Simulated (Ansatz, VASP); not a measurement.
## N: VASP beside Ansatz

File POSCAR:

```
N
1.0
    0.0000000000      1.5941866354      1.5941866354
    1.5941866354      0.0000000000      1.5941866354
    1.5941866354      1.5941866354      0.0000000000
N
1
Direct
    0.0000000000      0.0000000000      0.0000000000
```

The input INCAR.step1:

```
ALGO = Normal
EDIFF = 1E-4
ENCUT = 520
GGA = PE
ISMEAR = 0
LASPH = True
LCHARG = False
LREAL = False
LWAVE = True
NBANDS = 8
NELM = 100
PREC = Accurate
SIGMA = 0.15
```

INCAR.step2

```
ALGO = Normal
EDIFF = 1E-7
ENCUT = 520
ISIF = 2
ISMEAR = 0
ISTART = 1
LASPH = True
LCHARG = True
LELF = True
LMIXTAU = True
LREAL = False
LVHAR = True
LWAVE = False
METAGGA = R2SCAN
NBANDS = 8
NELM = 100
PREC = Accurate
SIGMA = 0.15
```

KPOINTS

```
k-points
0
Gamma
  13 13 13
```

Input for Ansatz:

```yaml
crystal:
  lattice:
    - [0.0, 1.5941866354234309, 1.5941866354234309]
    - [1.5941866354234309, 0.0, 1.5941866354234309]
    - [1.5941866354234309, 1.5941866354234309, 0.0]
  atoms:
    - { symbol: "N", position: [0.0, 0.0, 0.0] }
basis:
  ecutwfc: 600.0
kpoints:
  mp_grid:
    grid: [13, 13, 13]
hamiltonian:
  xc: r2scan
  pseudopotentials:
    kind: paw
scf:
  occupations:
    method: gaussian
    width: 0.15
output:
  stress: true
```

The real solid is made of molecules; this cell is a model form.

Alike in both runs: task single point; functional r2SCAN; k mesh 13 × 13 × 13; occupations gaussian, width 0.15 eV; no spin polarisation.

|  | VASP | Ansatz |
| --- | --- | --- |
| version | VASP 6.6.1 | Ansatz 0.2.0 |
| potentials or method | VASP PAW PBE potentials, release 64 (N) | plane waves, PAW |
| plane-wave cutoff (eV) | 520 | 600 |
| valence electrons in the cell | 5 | 5 |

Ansatz gave:

- pressure (GPa): -11.8

Which values does VASP return?

Pressure (GPa): -11.9.

Caveats: the PAW data sets were made with another functional, which shifts forces and pressure a little (VASP).
